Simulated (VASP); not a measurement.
# Tb (Fm-3m) in VASP: a series of runs

Runs on Tb. Level: PBE. Tasks: single point.

All numbers are computed with VASP 6.6.1; they aren't measurements. Logs are shortened: lines on timing, memory, paths and dates and some standing lists are left out, and cuts for length are marked.

## (1) The crystal as given

Symmetry: Fm-3m, No. 225, cubic system. Conventional cell: a = 5.040 Å, b = 5.040 Å, c = 5.040 Å, α = 90.00°, β = 90.00°, γ = 90.00°. Around Tb (site symmetry m-3m) lie 12 Tb at 3.56 Å.

This isn't the form of Tb at room conditions, which is hcp.

## (2) Single point, PBE, collinear spin, ferromagnetic start

The input, INCAR:

```
PREC = Accurate
ENCUT = 520
EDIFF = 1E-7
ISMEAR = -1
SIGMA = 0.05
LREAL = False
LASPH = True
NELM = 100
ALGO = Normal
ISIF = 2
LWAVE = False
LCHARG = False
ISPIN = 2
MAGMOM = 7.5
LORBIT = 11
LMAXMIX = 6
GGA = PE
```

The input, KPOINTS:

```
regular mesh
0
Gamma
  9 9 9
```

The input, POSCAR:

```
Tb
1.0
    0.0000000000      2.5199650902      2.5199650902
    2.5199650902      0.0000000000      2.5199650902
    2.5199650902      2.5199650902      0.0000000000
Tb
1
Direct
    0.0000000000      0.0000000000      0.0000000000
```

Potentials or basis: VASP PAW PBE potentials, release 64 (Tb).

On the command line:

```sh
$ cat potpaw_PBE.64/Tb/POTCAR > POTCAR
$ mpirun -np 1 vasp_std > vasp.out
```

OUTCAR:

```text
PREC = Accurate
   ENCUT = 520
   EDIFF = 1E-7
   ISMEAR = -1
   LREAL = False
   LASPH = True
   NELM = 100
   ISIF = 2
   ISPIN = 2
   LORBIT = 11
   GGA = PE

 ion  position               nearest neighbor table
   1  0.000  0.000  0.000-

  LATTYP: Found a face centered cubic cell.
 ALAT       =     5.0399301804

  Lattice vectors:

 A1 = (   0.0000000000,   2.5199650902,   2.5199650902)
 A2 = (   2.5199650902,   0.0000000000,   2.5199650902)
 A3 = (   2.5199650902,   2.5199650902,   0.0000000000)

Analysis of symmetry for initial positions (statically):
=====================================================================
 Subroutine PRICEL returns:
 Original cell was already a primitive cell.

 Routine SETGRP: Setting up the symmetry group for a
 face centered cubic supercell.

 Subroutine GETGRP returns: Found 48 space group operations
 (whereof 48 operations were pure point group operations)
 out of a pool of 48 trial point group operations.

The static configuration has the point symmetry O_h .

Analysis of symmetry for dynamics (positions and initial velocities):
=====================================================================
 Subroutine PRICEL returns:
 Original cell was already a primitive cell.

 Routine SETGRP: Setting up the symmetry group for a
 face centered cubic supercell.

 Subroutine GETGRP returns: Found 48 space group operations
 (whereof 48 operations were pure point group operations)
 out of a pool of 48 trial point group operations.

The dynamic configuration has the point symmetry O_h .

Analysis of structural, dynamic, and magnetic symmetry:
=====================================================================
 Subroutine PRICEL returns:
 Original cell was already a primitive cell.

 Routine SETGRP: Setting up the symmetry group for a
 face centered cubic supercell.

 Subroutine GETGRP returns: Found 48 space group operations
 (whereof 48 operations were pure point group operations)
 out of a pool of 48 trial point group operations.

The overall configuration has the point symmetry O_h .

 Subroutine INISYM returns: Found 48 space group operations
 (whereof 48 operations are pure point group operations),
 and found     1 'primitive' translations

----------------------------------------------------------------------------------------

                                     Primitive cell
[... 96 lines left out ...]
   ISYM   =      2    0-nonsym 1-usesym 2-fastsym
   POTIM  = 0.5000    time-step for ionic-motion
   TEBEG  =    0.0;   TEEND  =   0.0 temperature during run
   PSTRESS=    0.0 pullay stress
   NELECT =      19.0000    total number of electrons
   NUPDOWN=      -1.0000    fix difference up-down
   EMIN   =  10.00;   EMAX   =-10.00  energy-range for DOS
   EFERMI =   0.00;   METHOD = LEGACY
   ISMEAR =    -1;   SIGMA  =   0.05  broadening in eV -4-tet -1-fermi 0-gaus
   EFERMI_NEDOS =   21; number of points for ismear=-14 and -15
   IALGO  =     38    algorithm
   IMIX   =      4    mixing-type and parameters
     AMIX     =   0.40;   BMIX     =  1.00
     AMIX_MAG =   1.60;   BMIX_MAG =  1.00
  volume/ion in A,a.u.               =      32.00       215.98
  Fermi-wavevector in a.u.,A,eV,Ry     =   1.375904  2.600082 25.757355  1.893112
  Thomas-Fermi vector in A             =   2.501197
   LORBIT       =     11    0 simple, 1 ext, 2 COOP (PROOUT), +10 PAW based schemes
   GGA     = PE    functional components
   LHFCALC =     F    Hartree Fock is set to
   AEXX    =    0.0000 exact exchange contribution
   IVDW    =     0    specifies the selected vdW correction
   LEPSILON=     F    determine dielectric tensor
   LRPA    =     F    only Hartree local field effects (RPA)
 spin polarized calculation
  energy-cutoff  :      520.00
  volume of cell :       32.00
 maximum number of plane-waves:       889
   NGX = 13   NGY = 13   NGZ = 13

 number of electron      19.0000007 magnetization       5.8702637

 Free energy of the ion-electron system (eV)
  ---------------------------------------------------
  ext. energy  EPLUGINS =         0.00000000
  ---------------------------------------------------
  free energy    TOTEN  =        -9.55201540 eV

  energy without entropy =       -9.51095658  energy(sigma->0) =       -9.53148599

 E-fermi :   2.9162     XC(G=0): -10.1040

 val. band max:        2.9084029787   @ k =  -0.4444   0.3333   0.0000
 cond. band min:       2.9161864509   @ k =  -0.4444   0.3333   0.1111
 fundamental gap:      0.0077834722
 Fermi energy:         2.9161817875

 spin component 1

 k-point     1 :       0.0000    0.0000    0.0000
  band No.  band energies     occupation
      1     -43.1939      1.00000
      2     -19.4486      1.00000
      3     -19.4486      1.00000
      4     -19.4485      1.00000
      5      -2.0409      1.00000
      6      -1.2416      1.00000
[... 459 lines left out ...]
      6      -1.2671      1.00000
[... 9 lines left out ...]
     16       8.8841      0.00000
     17       8.8841      0.00000

 [... further k-points ...]

 spin component 2

 k-point     1 :       0.0000    0.0000    0.0000
  band No.  band energies     occupation
      1     -40.6243      1.00000
      2     -17.5541      1.00000
      3     -17.5541      1.00000
      4     -17.5541      1.00000
      5      -1.7034      1.00000
      6       2.5275      0.99958
[... 459 lines left out ...]
      6       2.3116      0.99999
[... 9 lines left out ...]
     16       9.7487      0.00000
     17       9.7487      0.00000

 [... further k-points ...]
[... 5 lines left out ...]
  --------------------------------------------------------------------------------------
  -------------------------------------------------------------------------------------
  Total       -0.0136408     -0.0136408     -0.0136408      0.0000000      0.0000000      0.0000000
  in kB       -0.6828683     -0.6828683     -0.6828683      0.0000000      0.0000000      0.0000000
  external PRESSURE =      -0.6828683 kB  Pullay stress =       0.0000000 kB

 VOLUME and BASIS-vectors are now :
 -----------------------------------------------------------------------------
  energy-cutoff  :      520.00
  volume of cell :       32.00
      direct lattice vectors                 reciprocal lattice vectors
     0.000000000  2.519965090  2.519965090    -0.198415447  0.198415447  0.198415447
     2.519965090  0.000000000  2.519965090     0.198415447 -0.198415447  0.198415447
     2.519965090  2.519965090  0.000000000     0.198415447  0.198415447 -0.198415447

 POSITION                                       TOTAL-FORCE (eV/Angst)
 -----------------------------------------------------------------------------------
      0.00000      0.00000      0.00000         0.000000      0.000000     -0.000000
 -----------------------------------------------------------------------------------
    total drift:                               -0.000000     -0.000000     -0.000000

  FREE ENERGIE OF THE ION-ELECTRON SYSTEM (eV)
  ---------------------------------------------------
  free  energy   TOTEN  =        -9.5520154017 eV

  energy  without entropy=       -9.5109565813  energy(sigma->0) =       -9.53148599

 total charge

# of ion       s       p       d       f       tot
--------------------------------------------------
    1        2.088   5.595   0.516   8.116  16.315

 magnetization (x)

# of ion       s       p       d       f       tot
--------------------------------------------------
    1        0.001  -0.050   0.066   5.680   5.697
```

Wall time 1.9 min (1 thread of AMD EPYC 9R45 (Zen 5), shared host); peak memory 0.18 GiB.

What came out:

```
Free energy                                           : -9.5520 eV
Pressure                                              : -0.1 GPa
Band gap on the k mesh                                : none (metal or under the smearing width)
Net moment                                            : 5.87 μB per cell
Site moments                                          : Tb +5.70 μB
Valence electrons inside the program's atomic spheres : Tb 16.32
```

Caveat: the magnetic or orbital state may not be the lowest; spin-orbit coupling is left out, which moves the levels of the heavy elements.

## (3) Single point, PBE, collinear spin, ferromagnetic start

The input, INCAR:

```
SYSTEM = Tb
  PREC = Accurate
  ENCUT = 520
  EDIFF = 1E-7
  ISMEAR = 0
  SIGMA = 0.02
  LREAL = .False.
  LASPH = .True.
  NELM = 100
  ALGO = Normal
  ISIF = 2
  LWAVE = .False.
  LCHARG = .True.
  ISPIN = 2
  MAGMOM = 6
  LORBIT = 11
  LMAXMIX = 6
  GGA = PE
  LELF = .True.
  LVHAR = .True.
```

The input, KPOINTS:

```
regular mesh
0
Gamma
  9 9 9
  0 0 0
```

POSCAR is that of step 2.

Potentials or basis: VASP PAW PBE potentials, release 64 (Tb_3), 4f in core.

On the command line:

```sh
$ cat potpaw_PBE.64/Tb_3/POTCAR > POTCAR
$ mpirun -np 1 vasp_std > vasp.out
```

It took 22 s on 1 thread of AMD EPYC 9R45 (Zen 5), shared host; peak memory 0.15 GiB.

It converged, with:

- Free energy: -4.5494 eV
- Pressure: 0.0 GPa
- Band gap on the k mesh: none (metal or under the smearing width)
- Net moment: 0.11 μB per cell
- Site moments: Tb +0.07 μB
- Valence electrons inside the program's atomic spheres: Tb 7.82

Levels at points of the mesh, in eV from the Fermi level:
Spin up:
```
           k point  band 1  band 2  band 3  band 4  band 5  band 6  band 7  band 8  band 9
(0.00, 0.00, 0.00)  -22.31  -22.31  -22.31   -5.09    1.71    1.71    1.71    4.02    4.02
```
Spin down:
```csv
k point,band 1,band 2,band 3,band 4,band 5,band 6,band 7,band 8,band 9
"(0.00, 0.00, 0.00)",-22.29,-22.29,-22.29,-5.00,1.75,1.75,1.75,4.07,4.07
```

Caveat: the magnetic or orbital state may not be the lowest; spin-orbit coupling is left out, which moves the levels of the heavy elements; the 4f electrons are frozen in the core as for a trivalent ion, so they carry no moment and show no levels. The state reached can hang on the start; a lower one may exist.

## (4) Single point, PBE, collinear spin, ferromagnetic start

The input, run.py:

```python
from ase import Atoms
from ase.calculators.vasp import Vasp
from ase.dft.bandgap import bandgap

atoms = Atoms(
    ['Tb'],
    cell=[[0.0, 2.5199650902, 2.5199650902], [2.5199650902, 0.0, 2.5199650902], [2.5199650902, 2.5199650902, 0.0]],
    scaled_positions=[[0.0, 0.0, 0.0]],
    pbc=True,
)
atoms.set_initial_magnetic_moments([6.0])
calc = Vasp(
    directory='calc',
    xc='pbe',
    pp='PBE',
    setups='materialsproject',
    prec='Accurate',
    encut=520,
    ediff=1e-07,
    ismear=0,
    sigma=0.02,
    lreal=False,
    lasph=True,
    nelm=100,
    algo='Fast',
    isif=2,
    lwave=False,
    lcharg=True,
    ispin=2,
    lorbit=11,
    lmaxmix=6,
    lelf=True,
    lvhar=True,
    kpts=[9, 9, 9],
    gamma=True,
)
atoms.calc = calc

print('energy (eV):', atoms.get_potential_energy())
print('free energy (eV):', atoms.get_potential_energy(force_consistent=True))
print('forces (eV/A):')
print(atoms.get_forces())
print('stress (eV/A^3, Voigt):', atoms.get_stress())
print('Fermi level (eV):', calc.get_fermi_level())
print('moment (muB):', atoms.get_magnetic_moment())
print('site moments (muB):', atoms.get_magnetic_moments())
gap, top, bottom = bandgap(calc)
print('band gap (eV):', gap, 'from (spin, k, band)', top, 'to', bottom)
```

On the command line:

```sh
$ python run.py
```

Run time: 32 s. Hardware: 1 thread of AMD EPYC 9R45 (Zen 5), shared host; peak memory 0.16 GiB.

It converged, with:

```
Free energy                                           : -4.5494 eV
Pressure                                              : 0.0 GPa
Band gap on the k mesh                                : none (metal or under the smearing width)
Net moment                                            : 0.11 μB per cell
Site moments                                          : Tb +0.07 μB
Valence electrons inside the program's atomic spheres : Tb 7.82
```

Levels at points of the mesh, in eV from the Fermi level:
Spin up:
```
           k point  band 1  band 2  band 3  band 4  band 5  band 6  band 7  band 8  band 9
(0.00, 0.00, 0.00)  -22.31  -22.31  -22.31   -5.09    1.71    1.71    1.71    4.02    4.02
```
Spin down:
| k point | band 1 | band 2 | band 3 | band 4 | band 5 | band 6 | band 7 | band 8 |
| --- | --- | --- | --- | --- | --- | --- | --- | --- |
| (0.00, 0.00, 0.00) | -22.29 | -22.29 | -22.29 | -5.00 | 1.75 | 1.75 | 1.75 | 4.07 |

Caveat: the magnetic or orbital state may not be the lowest; spin-orbit coupling is left out, which moves the levels of the heavy elements; the 4f electrons are frozen in the core as for a trivalent ion, so they carry no moment and show no levels. The state reached can hang on the start; a lower one may exist.

## (5) For comparison

An earlier run on the cell as given: functional PBE; potentials or basis VASP PAW PBE potentials, release 64 (Tb); cutoff 520 eV; k mesh 9 × 9 × 9; occupations fermi-dirac, width 0.05 eV; collinear spin, ferromagnetic start; starting moments [6.0] μB.

- Pressure: 0.1 GPa
- Band gap on the k mesh: none (metal or under the smearing width)
- Net moment: 5.87 μB per cell
- Site moments: Tb +5.70 μB
- Valence electrons inside the program's atomic spheres: Tb 16.32
